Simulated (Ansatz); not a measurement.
A generator proposed this cell of PbS.

```
Pb S
1.0
     4.33914    0.00000    0.00000
    -2.16957    3.75781    0.00000
     0.00000    0.00000    7.09299
Pb S
3 3
Direct
  0.16208 0.83792 0.66667
  0.16208 0.32416 0.33333
  0.67584 0.83792 0.00000
  0.83792 0.16208 0.66667
  0.83792 0.67584 0.33333
  0.32416 0.16208 0.00000
```

These are results of Ansatz 0.2.0, DFT PBE, scalar-relativistic, plane waves, PAW, not measurements. Settings: cutoff 420 eV, Γ-centred mesh 6×6×4 on the computed 6-atom cell, Gaussian smearing of 0.10 eV; no spin polarisation.

Energies over the elements count from the elements' standard structures at the same level, with no fitted energy shifts.

Question: Estimate its pressure, forces and energy as it stands.

Answer: The pressure is 49.2 GPa (the mean over three directions, positive in compression), the largest force is 1.43 eV/Å, and the energy is +0.84 eV/atom against the elements. The shortest distance is 2.44 Å.

Question: Is it a good guess?

Answer: A poor one: relaxing gains about 1.1 eV/atom in 15 ionic steps and ends at −0.295 eV/atom on the finer mesh. The symmetry stays P3_212 (No. 153). The volume per atom grows by 58.0 %, from 19.3 to 30.5 Å³. The shortest distance goes from 2.44 Å (Pb–S) to 2.80 Å (Pb–S). Conventional cell: a = 4.983 Å, c = 8.497 Å. Pb has 3 S at 2.80–2.92 Å and 2 S at 3.16 Å; S is surrounded by 3 Pb at 2.80–2.92 Å and 2 Pb at 3.16 Å.

The last run used a 12×12×4 mesh (in the run's order of axes) for its 6-atom cell and Gaussian smearing of 0.01 eV. Spin–orbit coupling, which can matter for Pb, is left out. The reference form of S is held partly by dispersion forces, which this level lacks. The relaxation can't lower the symmetry of the start, and the grade says only how near the guess is to its own end. Symmetry constrained the relaxation, so the result can be a saddle point. Another cell of PbS relaxed alike, in Fm-3m, lies 255 meV/atom lower, so this cell isn't the stable form at this level.
